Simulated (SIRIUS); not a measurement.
The system is MgB2.

```
CELL_PARAMETERS angstrom
3.08500 0.00000 0.00000
-1.54250 2.67169 0.00000
0.00000 0.00000 3.52300
ATOMIC_POSITIONS crystal
Mg 0.00000 0.00000 0.00000
B 0.66667 0.33333 0.50000
B 0.33333 0.66667 0.50000
```

Base run:

```yaml
Program: SIRIUS 7.12.0
Functional: LDA-PZ
Potentials_or_basis: PseudoDojo 0.4.1 PBE standard (scalar relativistic)
Cutoff: 1152 eV
Density_cutoff: 4606 eV
k_mesh: 8 × 8 × 7
Occupations: fermi-dirac, width 0.05 eV
Spin: no spin polarisation
```

Its results: band gap on the k mesh none (metal or under the smearing width); pressure -4.3 GPa.

After a change of settings the same cell gave: band gap on the k mesh none (metal or under the smearing width); pressure 0.9 GPa. Which change was it?
A. functional from LDA-PZ to WC; libxc names from ["XC_LDA_X", "XC_LDA_C_PZ"] to ["XC_GGA_X_WC", "XC_GGA_C_PBE"]
B. functional from LDA-PZ to AM05; libxc names from ["XC_LDA_X", "XC_LDA_C_PZ"] to ["XC_GGA_X_AM05", "XC_GGA_C_AM05"]
C. functional from LDA-PZ to BLYP; libxc names from ["XC_LDA_X", "XC_LDA_C_PZ"] to ["XC_GGA_X_B88", "XC_GGA_C_LYP"]
D. functional from LDA-PZ to RPBE; libxc names from ["XC_LDA_X", "XC_LDA_C_PZ"] to ["XC_GGA_X_RPBE", "XC_GGA_C_PBE"]

D.

Caveats: the potentials were made for another functional, which shifts forces and pressure.

Not every run made on this cell is shown here.
